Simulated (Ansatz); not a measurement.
Crystal: InPd.

```
CELL_PARAMETERS angstrom
3.27188 0.00000 0.00000
0.00000 3.27188 0.00000
0.00000 0.00000 3.27188
ATOMIC_POSITIONS crystal
In 0.00000 0.00000 0.00000
Pd 0.50000 0.50000 0.50000
```

The cell comes from a database or a generator and needn't be the stable form of this composition.

- Program: Ansatz 0.2.0
- Task: relaxation of cell and atoms
- Functional: PBE
- Potentials or basis: Ansatz PAW
- Cutoff: 420 eV (not typed: the program's choice for these potentials)
- k mesh: 8 × 8 × 8
- Occupations: fermi-dirac, width 0.05 eV
- Spin: no spin polarisation

At the start: volume 17.51 Å³/atom.

Where does the relaxation end?

It ends after 4 steps and the volume is 18.04 Å³/atom (+3.0 %); space group Pm-3m (No. 221, to 0.05 Å).

Step by step:
| step | energy change (eV) | largest force (eV/Å) | volume (Å³) |
| --- | --- | --- | --- |
| 1 | 0.0000 | 0.0000 | 35.03 |
| 2 | -0.0108 | 0.0000 | 36.17 |
| 3 | -0.0110 | 0.0000 | 36.07 |
| 4 | -0.0114 | 0.0000 | 36.07 |

Final structure:
```yaml
crystal:
  lattice:
    - [3.30408, 0.00000, 0.00000]
    - [0.00000, 3.30408, 0.00000]
    - [0.00000, 0.00000, 3.30408]
  atoms:
    - { symbol: In, position: [0.00000, 0.00000, 0.00000] }
    - { symbol: Pd, position: [0.50000, 0.50000, 0.50000] }
```

Caveat: the plane-wave basis is chosen anew once the cell has moved, so the energies of steps on either side of that aren't comparable.
